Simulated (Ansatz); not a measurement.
# Te: which structure is lowest?

These are results of DFT, r2SCAN, plane waves (500 eV) with PAW, scalar-relativistic (Ansatz 0.2.0), not measurements. The PAW files were generated under PBE, with cores re-solved for the functional.

Each structure is relaxed within its own symmetry, so a high-lying one may be dynamically unstable. No dispersion correction is added.

| structure | ΔE (meV/atom) | V (Å³/atom) | cell | magnetic state |
| --- | --- | --- | --- | --- |
| trigonal tellurium | 0 | 36.47 | a = 4.632 Å, c = 5.887 Å (c/a = 1.271) | spin not included |
| simple cubic | 86 | 32.43 | a = 3.189 Å | spin not included |
| bcc | 399 | 28.52 | a = 3.849 Å | spin not included |
| omega (AlB2-type) | 428 | 29.70 | a = 5.771 Å, c = 3.089 Å (c/a = 0.535) | spin not included |
| diamond | 539 | 45.59 | a = 7.145 Å | spin not included |
| fcc | 549 | 28.41 | a = 4.844 Å | spin not included |
| A15 | 585 | 29.36 | a = 6.170 Å | spin not included |

ΔE counts from trigonal tellurium.

Differences under about 8 meV lie within the error of the k-point mesh.
